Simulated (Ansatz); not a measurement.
**InSe (R3m): compression over a wide range**

An exercise on one series of results from a longer session: the logs are not shown, and one member is left open.

The COD entry's cell or inner coordinates are ideal or old and differ from later refinements, so a difference from it is no clean test against experiment.

Computed with Ansatz 0.2.0 (DFT PBE, scalar-relativistic, plane waves, PAW, unless a step's input says otherwise).

The runs add the D3(BJ) dispersion term to the functional named.

### The structure to begin with

It takes space group R3m (No. 160, trigonal). Conventional cell: a = 4.038 Å, b = 4.038 Å, c = 24.909 Å, α = 90.00°, β = 90.00°, γ = 120.00°. In (site symmetry 3m) is surrounded by 3 Se at 2.66 Å and 1 In at 2.79 Å. Se (site symmetry 3m) is surrounded by 3 In at 2.66 Å.

Coordinates:

```cif
data_structure
_symmetry_space_group_name_H-M 'R3m:H'
_symmetry_Int_Tables_number 160
_cell_length_a 4.0385
_cell_length_b 4.0385
_cell_length_c 24.9090
_cell_angle_alpha 90.000
_cell_angle_beta 90.000
_cell_angle_gamma 120.000
_cell_volume 351.82
loop_
_atom_site_label
_atom_site_type_symbol
_atom_site_symmetry_multiplicity
_atom_site_Wyckoff_symbol
_atom_site_fract_x
_atom_site_fract_y
_atom_site_fract_z
_atom_site_occupancy
In1 In 3 a 0.00000 0.00000 0.00036 1
In2 In 3 a 0.66667 0.33333 0.22159 1
Se1 Se 3 a 0.33333 0.66667 0.05186 1
Se2 Se 3 a 0.00000 0.00000 0.17018 1
```

An earlier run at PBE left this cell at 29.319 Å³/atom and -0.01 GPa (12×12×12 mesh).

Set-up of the first run:

input.yaml

```yaml
crystal:
  lattice:
    - [1.9919559819, 1.1500563224, 8.1907736216]
    - [-1.9919559819, 1.1500563224, 8.1907736216]
    - [0.0, -2.3001126447, 8.1907736216]
  atoms:
    - { symbol: In, position: [-0.0003646154, -0.0003646154, -0.0003646154] }
    - { symbol: In, position: [0.1117389631, 0.1117389631, 0.1117389631] }
    - { symbol: Se, position: [0.6148025038, 0.6148025038, 0.6148025038] }
    - { symbol: Se, position: [0.8298231484, 0.8298231484, 0.8298231484] }
basis:
  ecutwfc: 420
  ecutrho_ratio: 4
kpoints:
  mp_grid: { grid: [12, 12, 12] }
hamiltonian:
  xc: pbe
  dispersion: d3bj
scf:
  occupations: { method: gaussian, width: 0.05 }
output:
  forces: true
  stress: true
  eigenvalues: true
relax:
  f_tol: 0.01
  max_steps: 40
  cell: { stress_tol: 0.1, fix: [volume] }
```

Launch:

```sh
$ ansatz run input.yaml --threads 2 --pin off --max-ram 5120MiB --backend cpu --events-out ev --progress --plain --runs-dir out
```

Steps of the session up to this table: Volume × 0.96; Volume × 1.04; Volume × 0.92; Volume × 0.88; Volume × 0.84; Volume × 0.8.

One table of the session follows, with a row left open; its other results are not shown here.

It belongs to the step «The curve». 

| volume (Å³/atom) | energy above the lowest (meV/atom) | pressure (GPa) | gap on the mesh (eV) |
| --- | --- | --- | --- |
| 23.455 | 171.0 | 12.0 | 0.69 |
| 24.628 | 97.6 | 8.2 | 0.79 |
| 25.800 | 48.8 | 5.3 | 0.63 |
| 26.973 | 19.1 | 3.0 | 0.47 |
| 28.146 | ? | ? | ? |
| 29.319 | 0.0 | 0.0 | 0.29 |
| 30.491 | 3.4 | -0.8 | 0.31 |

**Question.** Estimate the row for volume (Å³/atom) = 28.146.

Worked estimate for «energy above the lowest (meV/atom)». A straight line through the neighbours (26.973, 19.1) and (29.319, 0.0) gives 19.1 + (0.0 − 19.1) × (28.146 − 26.973) / (29.319 − 26.973) = 9.5; a parabola fitted to 4 rows on both sides gives 4.0.

**Answer.** energy above the lowest (meV/atom): 4.1; pressure (GPa): 1.2; gap on the mesh (eV): 0.35. In «energy above the lowest (meV/atom)» the line misses by +5.4 and the parabola by -0.1.

Caveats from the session: Other structures may be lower in enthalpy at these pressures.
